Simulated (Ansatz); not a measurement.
# Kick test of a cell of ZnO

It was reached by relaxing an invented guess, and it needn't be the stable form of this composition.

All numbers below come from DFT PBE, scalar-relativistic, plane waves, PAW in Ansatz 0.2.0. Cutoff 420 eV; k points 12×12×4 on the computed 8-atom cell (Γ-centred); Gaussian smearing, width 0.02 eV; no spin polarisation.

The cell below (8 atoms, space group P6_3mc (No. 186)) is relaxed within its symmetry.

```
Zn O
1.0
     3.27181    0.00000    0.00000
    -1.63591    2.83347    0.00000
     0.00000    0.00000   10.63000
Zn O
4 4
Direct
  0.66667 0.33333 0.84410
  0.33333 0.66667 0.34410
  0.00000 0.00000 0.59431
  0.00000 0.00000 0.09431
  0.66667 0.33333 0.65592
  0.33333 0.66667 0.15592
  0.00000 0.00000 0.40568
  0.00000 0.00000 0.90568
```

For the test it was strained at random (σ = 1.5 % a component), the atoms were moved at random (σ = 0.05 Å), and all was relaxed again on a coarse 6×6×2 mesh (in the run’s order of axes) with 0.10 eV smearing, with no symmetry imposed.

Q: Does it come back?

A: It returns, within 1 meV/atom of the unmoved cell on that mesh and with the same symmetry when read at 0.1 Å (Cm at 0.01 Å, so small strains and shifts remain). So it is stable against the distortions that fit this cell and that this random move excites. Modes that don't fit the cell aren't tested.
